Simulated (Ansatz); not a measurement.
**Density of states of Be2C**

```cif
data_structure
_symmetry_space_group_name_H-M 'Fm-3m'
_symmetry_Int_Tables_number 225
_cell_length_a 4.3300
_cell_length_b 4.3300
_cell_length_c 4.3300
_cell_angle_alpha 90.000
_cell_angle_beta 90.000
_cell_angle_gamma 90.000
_cell_volume 81.18
loop_
_atom_site_label
_atom_site_type_symbol
_atom_site_symmetry_multiplicity
_atom_site_Wyckoff_symbol
_atom_site_fract_x
_atom_site_fract_y
_atom_site_fract_z
_atom_site_occupancy
Be1 Be 8 c 0.25000 0.75000 0.75000 1
C1 C 4 a 0.00000 0.00000 0.00000 1
```

The runs use the primitive cell with vectors (0.000, 2.165, 2.165), (2.165, 0.000, 2.165), (2.165, 2.165, 0.000) Å, to which the k mesh refers.

The cell is COD entry 9009053, as deposited and not checked against the literature; nothing was relaxed.

All numbers below come from Ansatz 0.2.0, DFT, PBE, all-electron LAPW, scalar-relativistic.

Numerical set-up: a Γ-centred 14×14×14 k mesh, Fermi–Dirac smearing of 0.08 eV, basis error target 0.5 meV/atom, no spin polarisation.

Question: Which of the resolved shells contributes most in the top eV of the valence band?

Answer: C 2p, with 91 % of all states there; C 2s follows with 1 %.

Question: Tabulate the density of states.

Answer: States per eV and cell, averaged over 0.4 eV, from -5.8 to 3.6 eV, with energies (bin centres) from the valence-band top; empty bins are left out. The partial columns, the largest 3 alone, are projections on Löwdin-orthogonalised atomic shells (those that the program's projection atoms carry: the occupied ones and, for some elements, an empty d or f shell; other empty shells have no column), summed over atoms of an element. Weights on diffuse s and p shells depend on that basis and aren't pure angular character.
| E (eV) | total | C 2p | Be 2s | C 2s |
| --- | --- | --- | --- | --- |
| -5.7 | 0.74 | 0.53 | 0.11 | 0.05 |
| -5.3 | 0.84 | 0.62 | 0.11 | 0.05 |
| -4.9 | 1.05 | 0.81 | 0.10 | 0.04 |
| -4.5 | 1.18 | 0.93 | 0.08 | 0.04 |
| -4.1 | 1.12 | 0.89 | 0.06 | 0.03 |
| -3.7 | 1.05 | 0.85 | 0.05 | 0.03 |
| -3.3 | 1.00 | 0.81 | 0.04 | 0.02 |
| -2.9 | 0.94 | 0.78 | 0.03 | 0.02 |
| -2.5 | 0.88 | 0.74 | 0.02 | 0.02 |
| -2.1 | 0.83 | 0.71 | 0.01 | 0.01 |
| -1.7 | 0.58 | 0.51 | 0.01 | 0.01 |
| -1.3 | 0.41 | 0.36 | 0.00 | 0.01 |
| -0.9 | 0.29 | 0.26 | 0.00 | 0.00 |
| -0.5 | 0.19 | 0.17 | 0.00 | 0.00 |
| -0.1 | 0.04 | 0.04 | 0.00 | 0.00 |
| 1.5 | 0.04 | 0.00 | 0.00 | 0.00 |
| 1.9 | 0.08 | 0.00 | 0.00 | 0.01 |
| 2.3 | 0.12 | 0.00 | 0.01 | 0.01 |
| 2.7 | 0.16 | 0.01 | 0.01 | 0.01 |
| 3.1 | 0.21 | 0.01 | 0.02 | 0.01 |
| 3.5 | 0.28 | 0.01 | 0.03 | 0.02 |
